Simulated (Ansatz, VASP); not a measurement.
## MgB2: VASP beside Ansatz

```
CELL_PARAMETERS angstrom
3.11151 0.00000 0.00000
-1.55575 2.69464 0.00000
0.00000 0.00000 3.59419
ATOMIC_POSITIONS crystal
Mg 0.00000 0.00000 0.00000
B 0.33333 0.66667 0.50000
B 0.66667 0.33333 0.50000
```

Alike in both runs: functional PBEsol; k mesh 18 × 18 × 12; occupations gaussian, width 0.1 eV; no spin polarisation.

Ansatz relaxed the structure, and its values are those at the end. VASP's run is a single point on that final structure, the one shown.

```csv
,VASP,Ansatz
version,VASP 6.6.1,Ansatz 0.2.0
potentials or method,"VASP PAW PBE potentials, release 64 (Mg, B)","scalar-relativistic, plane waves, PAW"
plane-wave cutoff (eV),520,420
valence electrons in the cell,8,16
```

Ansatz gave:

| Property | Result |
| --- | --- |
| gap on the k mesh at the Fermi level (eV) | none |
| pressure (GPa) | -7.7 |

Problem. Which values does VASP return?

Solution. gap on the k mesh at the Fermi level (eV): none; pressure (GPa): -7.8.

A gap of «none» marks a metal or a gap that the smearing closes. The two sets of potentials don't hold the same shells in valence.

Caveats: the PAW data sets were made with another functional, which shifts forces and pressure a little (VASP).
